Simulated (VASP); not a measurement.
Set up this calculation in VASP 6.6.1, as the native input.

| Property | Result |
| --- | --- |
| Task | relaxation of cell and atoms |
| Functional | PBE |
| Potentials or basis | VASP PAW PBE potentials, release 64 (Zn, S) |
| Cutoff | 350 eV |
| k mesh | 10 × 10 × 10 |
| Occupations | gaussian, width 0.02 eV |
| Spin | no spin polarisation |
| Further INCAR settings | ALGO = Fast; EDIFF = 1e-07; IBRION = 2; EDIFFG = -0.002; NSW = 80; ISIF = 3 |

The structure of ZnS lies in POSCAR:

```
ZnS
1.0
    0.0000000000      2.7020000000      2.7020000000
    2.7020000000      0.0000000000      2.7020000000
    2.7020000000      2.7020000000      0.0000000000
Zn S
1 1
Direct
    0.2500000000      0.2500000000      0.2500000000
    0.0000000000      0.0000000000      0.0000000000
```

The input as run:

INCAR

```
SYSTEM = ZnS
ALGO = Fast
EDIFF = 1E-7
EDIFFG = -0.002
ENCUT = 350
GGA = PE
IBRION = 2
ISIF = 3
ISMEAR = 0
LASPH = .True.
LCHARG = .False.
LREAL = .False.
LWAVE = .False.
NELM = 100
NSW = 80
PREC = Accurate
SIGMA = 0.02
```

KPOINTS

```
k-points
0
Gamma
  10 10 10
  0 0 0
```

Potentials or basis: VASP PAW PBE potentials, release 64 (Zn, S).

Run with:

```bash
$ cat potpaw_PBE.64/Zn/POTCAR potpaw_PBE.64/S/POTCAR > POTCAR
$ mpirun -np 1 vasp_std > vasp.out
```

It gave:

| Item | Value |
| --- | --- |
| Relaxed volume | 20.14 Å³/atom |
| Relaxed cell | a = 3.848 Å, b = 3.848 Å, c = 3.848 Å, α = 60.00°, β = 60.00°, γ = 60.00° |
| Space group after relaxing (to 0.05 Å) | F-43m (No. 216) |
| Energy gained by relaxing | 2.0 meV/atom |
| Ionic steps | 9 |
| Pressure after relaxing | 0.0 GPa |
| Band gap on the k mesh | 2.02 eV, direct |

Wall time 51 s on 1 thread of Intel(R) Xeon(R) Platinum 8259CL CPU @ 2.50GHz (Skylake/Cascade Lake), on a shared host, peak memory 0.14 GiB.
